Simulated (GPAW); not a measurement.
Bi:

```xyz
2
Lattice="2.2675 1.3091 3.9380 -2.2675 1.3091 3.9380 0.0000 -2.6183 3.9380" Properties=species:S:1:pos:R:3 pbc="T T T"
Bi    0.0000    0.0000    9.0495
Bi    0.0000    0.0000    2.7645
```

Base run:

```yaml
Program: GPAW 26.7.0
Functional: PBE
Potentials_or_basis: GPAW PAW data sets (gpaw-data 1.2.1)
Cutoff: 500 eV
Basis: pw
k_mesh: 6 × 6 × 6
Occupations: fermi-dirac, width 0.05 eV
Spin: no spin polarisation
```

Its results: band gap on the k mesh none (metal or under the smearing width); pressure 2.0 GPa; largest force 0.113 eV/Å.

**Question.** The run is repeated on the same cell with these changes: functional from PBE to LDA; potentials or basis from GPAW PAW data sets (gpaw-data 1.2.1) to the program's PAW data sets (release 1.2.1) made for this functional. What comes out?

**Answer.** Band gap on the k mesh none (metal or under the smearing width); pressure -1.7 GPa; largest force 0.047 eV/Å.

Caveats: the cutoff is short for stress and forces, so pressures can be off by a GPa or more; spin-orbit coupling is left out, which moves the levels of the heavy elements.
